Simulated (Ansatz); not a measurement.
Symmetry broken, then relaxed in SnO$_{2}$

These are results of DFT LDA, scalar-relativistic, plane waves, PAW (Ansatz), not measurements. Cutoff 420 eV, Γ-centred 8×8×8 k-points, Gaussian smearing of 0.05 eV. No spin polarisation. Energies are free energies at this smearing, counted from the undisturbed cell; pressure is positive in compression.

The undisturbed cell (relaxed at this level; this form isn't the usual structure):

```
Sn O
1.0
    -1.98611    1.98611    5.09017
     1.98611   -1.98611    5.09017
     1.98611    1.98611   -5.09017
Sn O
2 4
Direct
  0.75000 0.25000 0.50000
  0.00000 0.00000 0.00000
  0.79700 0.79700 0.00000
  0.95300 0.45300 0.50000
  0.20300 0.20300 0.00000
  0.54700 0.04700 0.50000
```

The atoms are displaced (Å, in the unstrained cell):

| atom | ux | uy | uz |
| --- | --- | --- | --- |
| Sn1 | 0.051 | -0.079 | -0.141 |
| Sn2 | -0.081 | -0.036 | 0.197 |
| O3 | -0.126 | -0.039 | -0.282 |
| O4 | 0.443 | 0.164 | 0.058 |
| O5 | -0.152 | 0.104 | 0.124 |
| O6 | -0.135 | -0.114 | 0.044 |

Cell and atoms are then relaxed.

Does the relaxation return to the undisturbed structure?

Yes (up to a choice of domain or origin): same space group and volume, and an energy 0.0 meV/atom from it. The disturbance itself cost 1012.0 meV/atom. The final space group reads I4_1/amd (tolerance 0.05 Å) and the volume changes by -0.01 %.

Final structure:

```
Sn O
1.0
    -1.98608    1.98608    5.09008
     1.98606   -1.98605    5.09006
     1.98608    1.98605   -5.09007
Sn O
2 4
Direct
  0.75000 0.25000 0.49999
  0.00000 0.00000 0.00001
  0.79699 0.79699 0.99999
  0.95301 0.45301 0.50001
  0.20301 0.20301 0.00000
  0.54699 0.04699 0.50000
```

The relaxation, step by step (energy from the first step; small jumps at an unchanged geometry come where the plane waves are selected anew for the new cell):

```csv
step,ΔE (meV/atom),largest force component (eV/Å),pressure (GPa)
1,0.0,19.619,31.77
2,-691.6,7.541,6.17
3,-962.1,2.297,2.36
4,-1011.2,0.155,1.22
5,-1012.0,0.008,0.20
6,-1011.8,0.014,-0.18
7,-1011.9,0.001,0.00
8,-1012.0,0.000,-0.10
9,-1012.0,0.000,0.00
10,-1012.0,0.000,-0.01
```

Frames along the relaxation (Å, eV/Å):

```xyz
6
Lattice="-1.986 1.986 5.090 1.986 -1.986 5.090 1.986 1.986 -5.090" Properties=species:S:1:pos:R:3:forces:R:3 pbc="T T T" step=1
Sn    0.051    1.907    2.404   -2.896    4.811    5.525
Sn   -0.081   -0.036    0.197   15.895   -3.746    3.092
O    -0.126   -0.039    7.832    5.565    0.260    1.034
O     0.443    2.150    4.669  -19.619    1.058   -7.098
O    -0.152    0.104    2.191   -0.129   -6.058   -0.145
O    -0.135    1.872    0.522    1.183    3.674   -2.407
6
Lattice="-1.975 1.997 5.110 1.979 -2.014 5.118 1.974 2.014 -5.116" Properties=species:S:1:pos:R:3:forces:R:3 pbc="T T T" step=2
Sn    0.050    1.935    2.487   -1.662    2.085    2.667
Sn   -0.046   -0.027    0.140    5.353   -0.915   -0.480
O    -0.036   -0.041    7.908    2.781    0.090    1.601
O     0.252    2.137    4.659   -7.541   -0.227   -2.114
O    -0.130    0.034    2.182    0.295   -2.508   -0.698
O    -0.083    1.948    0.512    0.774    1.476   -0.977
6
Lattice="-1.985 2.009 5.040 1.936 -1.996 5.016 1.984 1.995 -5.035" Properties=species:S:1:pos:R:3:forces:R:3 pbc="T T T" step=3
Sn    0.023    1.960    2.529   -0.449    0.642   -0.472
Sn   -0.020    0.002    0.018    1.968   -0.033    0.233
O    -0.012   -0.012    7.885    0.106    0.019    1.607
O     0.044    2.078    4.611   -2.297   -0.174   -0.835
O    -0.093   -0.004    2.085    0.355   -0.502   -0.191
O    -0.031    2.007    0.477    0.316    0.048   -0.343
6
Lattice="-1.981 1.998 5.101 1.958 -1.974 5.082 1.980 1.974 -5.091" Properties=species:S:1:pos:R:3:forces:R:3 pbc="T T T" step=4
Sn   -0.011    1.987    2.543   -0.002    0.002    0.043
Sn    0.006    0.009    0.005    0.009   -0.031    0.011
O    -0.021    0.012    8.109    0.000    0.012    0.120
O    -0.006    1.998    4.625   -0.019    0.017   -0.151
O    -0.015    0.002    2.078    0.014   -0.002   -0.155
O     0.007    1.992    0.473   -0.001    0.002    0.131
6
Lattice="-1.987 1.988 5.096 1.982 -1.982 5.092 1.987 1.982 -5.094" Properties=species:S:1:pos:R:3:forces:R:3 pbc="T T T" step=5
Sn   -0.003    1.985    2.548    0.000    0.001    0.001
Sn    0.001    0.001    0.000    0.004   -0.001    0.001
O    -0.005    0.003    8.121    0.001    0.001    0.004
O    -0.002    1.988    4.616   -0.005    0.001   -0.006
O    -0.003    0.001    2.068    0.000   -0.002   -0.008
O     0.002    1.986    0.480   -0.001    0.000    0.008
6
Lattice="-1.986 1.986 5.090 1.988 -1.988 5.092 1.986 1.988 -5.091" Properties=species:S:1:pos:R:3:forces:R:3 pbc="T T T" step=6
Sn    0.001    1.987    2.545   -0.001   -0.001    0.000
Sn    0.000    0.000    0.000    0.000    0.001    0.000
O     0.001   -0.003    8.114    0.005    0.001    0.014
O     0.001    1.987    4.612   -0.005   -0.001   -0.014
O     0.000   -0.001    2.068    0.001    0.008   -0.013
O     0.000    1.987    0.477   -0.001   -0.008    0.013
6
Lattice="-1.986 1.986 5.092 1.986 -1.986 5.092 1.986 1.986 -5.092" Properties=species:S:1:pos:R:3:forces:R:3 pbc="T T T" step=7
Sn    0.000    1.986    2.546    0.000    0.000    0.000
Sn    0.000    0.000    0.000    0.000    0.000    0.000
O     0.000    0.000    8.116    0.000    0.000    0.001
O     0.000    1.986    4.613    0.000    0.000    0.000
O     0.000    0.000    2.067    0.000    0.000    0.000
O     0.000    1.986    0.479    0.000    0.000    0.000
6
Lattice="-1.986 1.986 5.092 1.986 -1.986 5.092 1.986 1.986 -5.092" Properties=species:S:1:pos:R:3:forces:R:3 pbc="T T T" step=8
Sn    0.000    1.986    2.546    0.000    0.000    0.000
Sn    0.000    0.000    0.000    0.000    0.000    0.000
O     0.000    0.000    8.116    0.000    0.000    0.000
O     0.000    1.986    4.613    0.000    0.000    0.000
O     0.000    0.000    2.067    0.000    0.000    0.000
O     0.000    1.986    0.479    0.000    0.000    0.000
6
Lattice="-1.986 1.986 5.090 1.986 -1.986 5.090 1.986 1.986 -5.090" Properties=species:S:1:pos:R:3:forces:R:3 pbc="T T T" step=9
Sn    0.000    1.986    2.545    0.000    0.000    0.000
Sn    0.000    0.000    0.000    0.000    0.000    0.000
O     0.000    0.000    8.113    0.000    0.000    0.000
O     0.000    1.986    4.612    0.000    0.000    0.000
O     0.000    0.000    2.067    0.000    0.000    0.000
O     0.000    1.986    0.478    0.000    0.000    0.000
6
Lattice="-1.986 1.986 5.090 1.986 -1.986 5.090 1.986 1.986 -5.090" Properties=species:S:1:pos:R:3:forces:R:3 pbc="T T T" step=10
Sn    0.000    1.986    2.545    0.000    0.000    0.000
Sn    0.000    0.000    0.000    0.000    0.000    0.000
O     0.000    0.000    8.113    0.000    0.000    0.000
O     0.000    1.986    4.612    0.000    0.000    0.000
O     0.000    0.000    2.067    0.000    0.000    0.000
O     0.000    1.986    0.478    0.000    0.000    0.000
```